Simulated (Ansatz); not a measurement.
# SiNi (Pnma) in Ansatz: relaxation of cell and atoms with PBEsol

Aim: the relaxation of cell and atoms of SiNi with PBEsol.

Everything below comes from runs of Ansatz 0.2.0. Logs are shortened: lines on timing, memory, paths and dates and some standing lists are left out, and cuts for length are marked.

## Step 1: Starting point

Symmetry: Pnma, No. 62, orthorhombic system. Conventional cell: a = 5.173 Å, b = 3.338 Å, c = 5.605 Å, α = 90.00°, β = 90.00°, γ = 90.00°. Ni (site symmetry m) has 6 Si at 2.28 to 2.40 Å as nearest neighbours. Si (site symmetry m) is surrounded by 6 Ni at 2.28 to 2.40 Å.

## Step 2: Relaxation of cell and atoms, PBEsol, collinear spin, ferromagnetic start

Input file input.yaml:

```yaml
crystal:
  lattice:
    - [5.1731, 0.0, 0.0]
    - [0.0, 3.3381, 0.0]
    - [0.0, 0.0, 5.6049]
  atoms:
    - { symbol: Ni, position: [0.99221, 0.75, 0.81248], spin: 1.0 }
    - { symbol: Ni, position: [0.50779, 0.25, 0.31248], spin: 1.0 }
    - { symbol: Ni, position: [0.49221, 0.75, 0.68752], spin: 1.0 }
    - { symbol: Ni, position: [0.00779, 0.25, 0.18752], spin: 1.0 }
    - { symbol: Si, position: [0.67872, 0.25, 0.9175] }
    - { symbol: Si, position: [0.82128, 0.75, 0.4175] }
    - { symbol: Si, position: [0.17872, 0.25, 0.5825] }
    - { symbol: Si, position: [0.32128, 0.75, 0.0825] }
hamiltonian:
  xc: pbesol
  pseudopotentials: { kind: paw }
magnetization:
  spin_polarized: true
kpoints:
  mp_grid: { grid: [5, 8, 5] }
scf:
  occupations: { method: fermi_dirac, width: 0.05 }
output:
  forces: true
  stress: true
  eigenvalues: true
relax:
  f_tol: 0.01
  max_steps: 40
  cell: { stress_tol: 0.05 }
```

Potentials or basis: Ansatz PAW.

On the command line:

```
$ ansatz run input.yaml --threads 4 --pin off --max-ram 11264MiB --backend cpu --events-out ev --progress --plain --runs-dir out
```

Output:

```text
Warning: RAYON_NUM_THREADS=4 ignored (pool sized by the plan → 4); use --threads N
Engine: ansatz 0.2.0, aarch64-unknown-linux-gnu
Pseudopotentials: kind: paw
Pseudopotential: Ni, paw, valence charge 18, recommended cutoff 420 eV (normal), Ni.paw.azcp
Pseudopotential: Si, paw, valence charge 4, recommended cutoff 420 eV (normal), Si.paw.azcp
Functional definition: PBEsol
  exchange = pbesol_x
  correlation = pbesol_c
Crystal: 8 atoms, lattice volume = 96.787 Å³
Basis set: ecut = 420 eV, 1905 PW (Γ), exchange–correlation on 72×48×80 points (8 copies of the dense FFT grid, shifted against one another)
Bands: 56, of which v1, the nominal top of the filled ones, is band 44 counted from 1 (43 counted from 0)
Symmetry: 8 space group operations
Space group: Pnma (ITA 62), of the structure as read, at distance tolerance 4.6e-5 Å
Magnetic group: BNS 62.441 (UNI 539), of the structure as read, at distance tolerance 4.6e-5 Å
k-points: 45 of 200
Non-local potential: Ni, projectors of the file, l = 0: 3, l = 1: 2, l = 2: 3, l = 3: 1
Non-local potential: Si, projectors of the file, l = 0: 2, l = 1: 2, l = 2: 2
PAW form: soft (Blöchl's): semilocal exchange-correlation on the pseudo side does not see the compensation charge
PAW frozen core: Ni, regenerated for the run's functional, and the local potential with it (the file was generated under x = pbe(κ = 0.804, μ = 0.2195149727645171), c = pbe(β = 0.06672455060314922))
PAW frozen core: Si, regenerated for the run's functional, and the local potential with it (the file was generated under x = pbe(κ = 0.804, μ = 0.2195149727645171), c = pbe(β = 0.06672455060314922))
PAW one-centre angular grid: Ni, 590 points (default); XC on 64 Gauss nodes
PAW one-centre angular grid: Si, 110 points (default); XC on 64 Gauss nodes
Initial density: superposition of atomic densities (chi_scale 0.1, normalization cell)
Starting moments: Σ|m| = 4 μB on 4 of 8 sites
Initial wavefunctions: pseudopotential atomic-orbital guess
Functional: x = pbesol(κ = 0.804, μ = 0.12345679012345678), c = pbesol(β = 0.046)
SCF iter   1: F=—  HF=-25704.852099 eV  |F-HF|=—  |Δ(HF+E_count)|=         —  Δρ=7.58e-2 (↑7.58e-2 ↓2.92e-2)  dr2=4.03e0  dr2_m=1.29e0  M=1.640 μB ∫|m|=2.588 μB  β_m=0.30  ethr=3.10e-3  ⟨swp⟩=6.6  Hψ=19224  notcnv=0  defer=29
Mixer restart at iter 1: flushing history
preconditioner: auto → Kerker (q_TF=auto, 2.685 Å⁻¹)  [metal: Δε(μ)=0.037 eV  Ē_g=7.708 eV  σ=0.050 eV  W_gap=0.18  n_scr=38 (ndim 8)  ℏωp=28.2 eV  f_vac=0.000  D(μ)=2.68/eV (n_scr^D=14)]
spin=Collinear: Kerker preconditioning applied to the charge; magnetization (m = ρ↑ − ρ↓) channel mixes plain (no charge-response kernel on spin).
SCF iter   2: F=—  HF=-25703.747507 eV  |F-HF|=—  |Δ(HF+E_count)|=    1.10e0  Δρ=5.65e-2 (↑2.70e-2 ↓5.65e-2)  dr2=1.69e0  dr2_m=1.30e0  M=1.236 μB ∫|m|=2.077 μB  β_m=0.35  ethr=3.10e-3  ⟨swp⟩=2.0  Hψ=8444  notcnv=0  defer=328
SCF iter   3: F=—  HF=-25706.852687 eV  |F-HF|=—  |Δ(HF+E_count)|=    3.11e0  Δρ=4.64e-2 (↑2.79e-2 ↓4.64e-2)  dr2=1.11e0  dr2_m=1.09e0  M=0.907 μB ∫|m|=1.673 μB  β_m=0.15  ethr=1.92e-3  ⟨swp⟩=2.0  Hψ=7259  notcnv=0  defer=328
SCF iter   4: F=—  HF=-25708.363292 eV  |F-HF|=—  |Δ(HF+E_count)|=    1.51e0  Δρ=3.57e-2 (↑2.90e-2 ↓3.57e-2)  dr2=6.19e-1  dr2_m=8.34e-1  M=0.709 μB ∫|m|=1.381 μB  β_m=0.27  ethr=1.26e-3  ⟨swp⟩=2.0  Hψ=6513  notcnv=0  defer=351
SCF iter   5: F=—  HF=-25709.929915 eV  |F-HF|=—  |Δ(HF+E_count)|=    1.57e0  Δρ=2.56e-2 (↑2.56e-2 ↓1.27e-2)  dr2=2.68e-1  dr2_m=2.55e-1  M=0.402 μB ∫|m|=0.773 μB  β_m=0.86  ethr=7.04e-4  ⟨swp⟩=2.9  Hψ=8676  notcnv=0  defer=351
SCF iter   6: F=—  HF=-25710.510588 eV  |F-HF|=—  |Δ(HF+E_count)|=         —  Δρ=2.71e-2 (↑7.06e-3 ↓2.71e-2)  dr2=7.49e-1  dr2_m=1.04e-1  M=-0.031 μB ∫|m|=0.082 μB  β_m=0.86  ethr=3.05e-4  ⟨swp⟩=3.0  Hψ=10248  notcnv=0  defer=353
Mixer restart at iter 6: flushing history
SCF iter   7: F=—  HF=-25710.989560 eV  |F-HF|=—  |Δ(HF+E_count)|=   4.79e-1  Δρ=2.89e-2 (↑2.89e-2 ↓2.37e-2)  dr2=1.39e0  dr2_m=6.84e-3  M=-0.006 μB ∫|m|=0.026 μB  β_m=0.51  ethr=3.05e-4  ⟨swp⟩=3.0  Hψ=10867  notcnv=0  defer=364
SCF iter   8: F=—  HF=-25710.558012 eV  |F-HF|=—  |Δ(HF+E_count)|=   4.32e-1  Δρ=5.01e-3 (↑1.88e-3 ↓5.01e-3)  dr2=2.39e-2  dr2_m=8.83e-3  M=-0.009 μB ∫|m|=0.029 μB  β_m=0.66  ethr=3.05e-4  ⟨swp⟩=3.0  Hψ=11056  notcnv=0  defer=352
SCF iter   9: F=—  HF=-25710.555465 eV  |F-HF|=—  |Δ(HF+E_count)|=   2.55e-3  Δρ=1.26e-3 (↑1.26e-3 ↓9.11e-4)  dr2=1.78e-3  dr2_m=3.40e-5  M=-0.000 μB ∫|m|=0.006 μB  β_m=0.83  ethr=2.72e-5  ⟨swp⟩=2.0  Hψ=7800  notcnv=0  defer=352
[... 86 lines left out ...]
SCF converged after 8 iterations
Magnetization: 0.0000 μB (44.0000 up, 44.0000 down)
Absolute magnetization: 0.0000 μB (∫|ρ↑−ρ↓|, with the PAW one-centre terms)
Spin contamination: 0.0000 ħ² per cell (⟨S²⟩ above its minimum at these occupations)
Per-site moments (μB) at R_I (Å): [(-3.018823195589189e-11, 0.933288284081063), (-3.018817797670836e-11, 0.9332882840810638), (-3.018812827433083e-11, 0.9332882840810638), (-3.018818387413181e-11, 0.9332882840810636), (3.881764712421866e-12, 0.9332882840810636), (3.881640210856516e-12, 0.9332882840810638), (3.881676740698322e-12, 0.9332882840810638), (3.8817272921068196e-12, 0.933288284081063)]
Free energy (F): -25710.612373 eV
Harris-Foulkes:  -25710.612373 eV  (|F-HF|=1.46e-11)
Internal energy: -25710.600492 eV  (E = F + TS)
E sigma→0 (E₀):  -25710.606432 eV
Entropy (-TS):   -0.011882 eV (-1.485 meV/atom)
Fermi energy:    15.115748 eV
--- Per-component energies (eV) ---
  E_band       = -1272.903138
  E_kinetic    = 1316.243749
  E_local      = -17715.868519  (includes V_loc(G=0)·N_el)
  E_nonlocal   = 2639.662263
  E_hartree    = 7613.949790
  E_xc         = -568.595773
  E_vxc        = -640.466264  (∫ρ·V_xc dr)
  E_paw        = -8372.891732  (= ΣΔE_a)
  E_vpaw       = -2100.376843  (= ΣTr[D̂ρ^β])
  E_aug_tail   = 0.002039  (compensation charges beyond the density's cutoff)
  E_ewald      = -10624.017707
  E_core_change = 0.915398  (= ΣΔE_core)
  E_smearing   = -0.011882  (= −TS)
  E_closure    = -0.000000  (closes the sum)
  Σ components = -25710.612373   (vs F -25710.612373, Δ=0.00e0)
--- Forces (eV/Å), atoms counted from 1 ---
  atom   1  Ni    -0.00097723     0.00000000    -0.00238602
  atom   2  Ni     0.00097723    -0.00000000    -0.00238602
  atom   3  Ni    -0.00097723     0.00000000     0.00238602
  atom   4  Ni     0.00097723    -0.00000000     0.00238602
  atom   5  Si    -0.00031793    -0.00000000    -0.00039782
  atom   6  Si     0.00031793     0.00000000    -0.00039782
  atom   7  Si    -0.00031793     0.00000000     0.00039782
  atom   8  Si     0.00031793    -0.00000000     0.00039782
  max |Σ_I F_I| component: 6.94e-18 eV/Å
--- Stress (GPa, compression-positive) ---
        0.000071      -0.000000      -0.000000
       -0.000000      -0.004807      -0.000000
       -0.000000      -0.000000      -0.018629
  P = ⅓ Tr σ = -0.0078 GPa (-0.078 kbar)
--- Band table (eV; the first three rows and the last of 90) ---
  k-point 0 ↑: bands = ["-88.5930", "-88.5886", "-88.5874", "-88.5831", "-49.2042", "-49.1943", "-49.1852", "-49.1662", "-49.1395", "-49.1326", "-49.1321", "-49.1258", "-49.1131", "-49.1069", "-49.0877", "-49.0854", "1.8511", "5.4384", "6.5234", "7.2502", "8.3857", "8.9513", "10.5129", "10.8800", "10.9229", "11.0565", "11.1475", "11.1755", "11.3811", "11.6003", "11.8987", "11.9205", "12.2110", "12.3822", "12.5745", "12.7217", "12.8232", "12.8461", "12.9252", "13.0698", "13.3206", "13.6411", "13.9653", "14.1911", "15.7987", "16.5300", "18.4014", "18.7766", "18.9919", "19.5597", "20.0340", "21.2002", "21.2204", "21.6026", "22.1501", "22.3447"]
  k-point 1 ↑: bands = ["-88.5927", "-88.5897", "-88.5864", "-88.5833", "-49.2035", "-49.1961", "-49.1826", "-49.1679", "-49.1386", "-49.1331", "-49.1316", "-49.1266", "-49.1123", "-49.1074", "-49.0875", "-49.0856", "2.0408", "4.6129", "7.0829", "7.3355", "8.3246", "9.4402", "10.0724", "10.8249", "10.9237", "10.9413", "10.9669", "11.3428", "11.4397", "11.6797", "11.8376", "11.9215", "12.2997", "12.4711", "12.4836", "12.5375", "12.6186", "12.8155", "12.9507", "13.0527", "13.5902", "13.7723", "14.1831", "14.2625", "16.1079", "17.0126", "17.6174", "18.9487", "19.0979", "19.3291", "19.3583", "21.1984", "21.5015", "21.8108", "22.1164", "22.3208"]
  k-point 2 ↑: bands = ["-88.5920", "-88.5910", "-88.5851", "-88.5840", "-49.2018", "-49.1991", "-49.1776", "-49.1723", "-49.1366", "-49.1346", "-49.1303", "-49.1284", "-49.1105", "-49.1087", "-49.0869", "-49.0862", "2.6000", "3.4919", "7.5580", "7.6668", "8.2609", "9.0194", "10.2256", "10.5874", "11.0631", "11.0661", "11.1090", "11.3212", "11.7030", "11.7353", "11.8286", "11.9466", "12.0618", "12.2260", "12.2839", "12.4120", "12.7735", "12.8861", "12.9853", "13.1186", "13.5727", "13.7726", "14.4733", "15.2830", "15.5945", "16.4420", "17.9955", "18.6476", "19.1136", "19.4498", "20.2418", "21.0464", "21.0491", "21.1745", "21.9175", "22.3629"]
  k-point 44 ↓: bands = ["-88.5888", "-88.5888", "-88.5871", "-88.5871", "-49.1904", "-49.1904", "-49.1867", "-49.1867", "-49.1268", "-49.1268", "-49.1203", "-49.1203", "-49.1143", "-49.1143", "-49.1032", "-49.1032", "6.0695", "6.0695", "6.4179", "6.4179", "8.2770", "8.2770", "8.8387", "8.8387", "11.2152", "11.2152", "11.2966", "11.2966", "11.5685", "11.5685", "11.8187", "11.8187", "12.2940", "12.2940", "12.4333", "12.4333", "12.7998", "12.7998", "12.8825", "12.8825", "13.1164", "13.1164", "13.1855", "13.1855", "16.8677", "16.8677", "17.8048", "17.8048", "18.4632", "18.4632", "19.1828", "19.1828", "20.6837", "20.6837", "21.1917", "21.1917"]
--- Relaxed structure (5 steps of the walk, 5 accepted, 1 SCFs on fresh bases) ---
  F+E_penalty+E_count = -25710.61237316 eV   max|allowed force component| = 2.386e-3 eV/Å   (the final SCF, on the basis selected at the relaxed cell)
  cell:  # Å, volume = 94.3968 Å³
    - [5.06730661082703, -2.061459553530441e-33, 1.0647849481727038e-17]
    - [-1.3652252264553772e-33, 3.3798273556271274, -4.025671340057865e-34]
    - [1.1536628242278689e-17, -6.759379675231518e-34, 5.511698572220341]
  atoms:
    - { symbol: Ni, position: [0.990424932576015, 0.75, 0.8125906242423354] }
    - { symbol: Ni, position: [0.5095750674239851, 0.25, 0.3125906242423352] }
    - { symbol: Ni, position: [0.49042493257601494, 0.75, 0.6874093757576648] }
    - { symbol: Ni, position: [0.00957506742398508, 0.25, 0.18740937575766475] }
    - { symbol: Si, position: [0.6787722594507392, 0.25, 0.9117116331077294] }
    - { symbol: Si, position: [0.8212277405492608, 0.75, 0.41171163310772935] }
    - { symbol: Si, position: [0.1787722594507392, 0.25, 0.5882883668922707] }
    - { symbol: Si, position: [0.3212277405492608, 0.75, 0.08828836689227057] }
```

It took 62 s on 4 threads of Arm Neoverse V1, shared host; peak memory 0.7 GiB.

What came out:

| Property | Result |
| --- | --- |
| Free energy | -25710.6124 eV |
| Relaxed volume | 11.80 Å³/atom |
| Relaxed cell | a = 5.067 Å, b = 3.380 Å, c = 5.512 Å, α = 90.00°, β = 90.00°, γ = 90.00° |
| Space group after relaxing (to 0.05 Å) | Pnma (No. 62) |
| Energy gained by relaxing | 7.0 meV/atom |
| Ionic steps | 6 |
| Pressure after relaxing | 0.0 GPa |
| Band gap on the k mesh | none (metal or under the smearing width) |
| Net moment | 0.00 μB per cell |
| Absolute moment | 0.00 μB per cell |

Forces in eV/Å, atoms in the order of the input:
```
Ni  -0.001  0.000 -0.002
Ni   0.001  0.000 -0.002
Ni  -0.001  0.000  0.002
Ni   0.001  0.000  0.002
Si   0.000  0.000  0.000
Si   0.000  0.000  0.000
Si   0.000  0.000  0.000
Si   0.000  0.000  0.000
```

Step by step:
| step | energy change (eV) | largest force (eV/Å) | volume (Å³) |
| --- | --- | --- | --- |
| 1 | 0.0000 | 0.0821 | 96.79 |
| 2 | -0.0430 | 0.0922 | 95.42 |
| 3 | -0.0560 | 0.0450 | 94.22 |
| 4 | -0.0566 | 0.0166 | 94.36 |
| 5 | -0.0566 | 0.0026 | 94.40 |
| 6 | -0.0560 | 0.0026 | 94.40 |

Final structure:
```
Ni Si
1.0
     5.06731    0.00000    0.00000
     0.00000    3.37983    0.00000
     0.00000    0.00000    5.51170
Ni Si
4 4
Direct
  0.99042 0.75000 0.81259
  0.50958 0.25000 0.31259
  0.49042 0.75000 0.68741
  0.00958 0.25000 0.18741
  0.67877 0.25000 0.91171
  0.82123 0.75000 0.41171
  0.17877 0.25000 0.58829
  0.32123 0.75000 0.08829
```

Caveat: the plane-wave basis is chosen anew once the cell has moved, so the energies of steps on either side of that aren't comparable; the PAW data sets come from PBE, with cores solved anew for the run's functional, which leaves a small shift of forces and pressure; the starting moments weren't kept.

## Step 3: For comparison

An earlier run on the cell as given: functional PBEsol; potentials or basis Ansatz PAW; cutoff 420 eV (not typed: the program's choice for these potentials); k mesh 5 × 8 × 5; occupations fermi-dirac, width 0.05 eV; collinear spin, ferromagnetic start; starting moments [1.0, 1.0, 1.0, 1.0, 0.0, 0.0, 0.0, 0.0] μB.

* Pressure: -4.3 GPa
* Largest force: 0.082 eV/Å
* Band gap on the k mesh: none (metal or under the smearing width)
* Net moment: 0.00 μB per cell
* Absolute moment: 0.00 μB per cell

## Step 4: How close it comes

Step 2. The cell as given is a measured one (12.10 Å³/atom); PBEsol puts the equilibrium volume -2.5 % from it, thermal expansion not counted.
